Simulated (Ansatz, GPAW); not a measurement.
This is a calculation of Si2Mo for GPAW 26.7.0 (ASE script). 

File run.py:

```python
from ase.dft.bandgap import bandgap
from ase.io import read, write
from ase.units import Bohr, GPa
from gpaw import GPAW, PW, setup_paths
from gpaw.elf import elf_from_dft_calculation

setup_paths.insert(0, '.')

atoms = read('POSCAR')

calc = GPAW(mode=PW(600),
            xc='PBEsol',
            kpts={'size': (12, 12, 12), 'gamma': True},
            occupations={'name': 'methfessel-paxton', 'order': 0, 'width': 0.1},
            nbands=23,
            convergence={'density': 1e-05, 'energy': 1e-05},
            maxiter=150,
            txt='gpaw.txt')
atoms.calc = calc
energy = atoms.get_potential_energy()
forces = atoms.get_forces()
stress = atoms.get_stress()
calc.write('gs.gpw')
write('result.traj', atoms)
print(f'Energy: {energy:.6f} eV')
print('Forces (eV/A):')
print(forces.round(4))
print('Stress (GPa):', (stress / GPa).round(3))
print('Fermi level:', round(calc.get_fermi_level(), 4), 'eV')
print(f'Gap: {bandgap(calc)[0]:.4f} eV, direct: {bandgap(calc, direct=True)[0]:.4f} eV')

# fields on the real-space grid
write('density.cube', atoms, data=calc.get_pseudo_density() * Bohr**3)
write('potential.cube', atoms, data=calc.get_electrostatic_potential())
write('elf.cube', atoms, data=elf_from_dft_calculation(calc).data)
```

Contents of POSCAR:

```
Si2Mo
1.0
   -1.6000000000      1.6000000000      3.9305000000
    1.6000000000     -1.6000000000      3.9305000000
    1.6000000000      1.6000000000     -3.9305000000
Mo Si
1 2
Direct
    0.0000000000      0.0000000000      0.0000000000
    0.6670000000      0.6670000000      0.0000000000
    0.3330000000      0.3330000000      0.0000000000
```

Potentials or basis: PAW data sets generated in the run's folder for this functional, pw.

Run with:

```sh
$ gpaw-setup -f PBEsol Mo Si
$ OMP_NUM_THREADS=1 python run.py
```

Problem. Translate it to Ansatz 0.2.0. Potentials or basis there: Ansatz PAW, cutoff 420 eV.

Solution. As run (cutoffs and basis follow the program's own potentials, and thresholds, step limits or extra output files can differ):

The input input.yaml:

```yaml
crystal:
  lattice:
    - [-1.6, 1.6, 3.9305]
    - [1.6, -1.6, 3.9305]
    - [1.6, 1.6, -3.9305]
  atoms:
    - { symbol: Mo, position: [0.0, 0.0, 0.0] }
    - { symbol: Si, position: [0.667, 0.667, 0.0] }
    - { symbol: Si, position: [0.333, 0.333, 0.0] }
hamiltonian:
  xc: pbesol
  pseudopotentials: { kind: paw }
kpoints:
  mp_grid: { grid: [12, 12, 12] }
scf:
  occupations: { method: gaussian, width: 0.1 }
output:
  forces: true
  stress: true
  eigenvalues: true
```

Potentials or basis: Ansatz PAW.

Run with:

```console
$ ansatz run input.yaml --threads 2 --pin off --max-ram 5632MiB --backend cpu --events-out ev --progress --plain --runs-dir out
```

Both were run:

|  | GPAW | Ansatz |
| --- | --- | --- |
| Pressure | -2.1 GPa | -2.7 GPa |
| Largest force | 0.313 eV/Å | 0.327 eV/Å |

Ansatz's pressure holds a Pulay term of +0.03 GPa for its cutoff of 420 eV, which the other run lacks.

Ansatz's potentials were made for PBE.

Where Ansatz's input types no cutoff or centring, it takes its own default and a Γ-centred mesh.

Pressure is positive in compression.
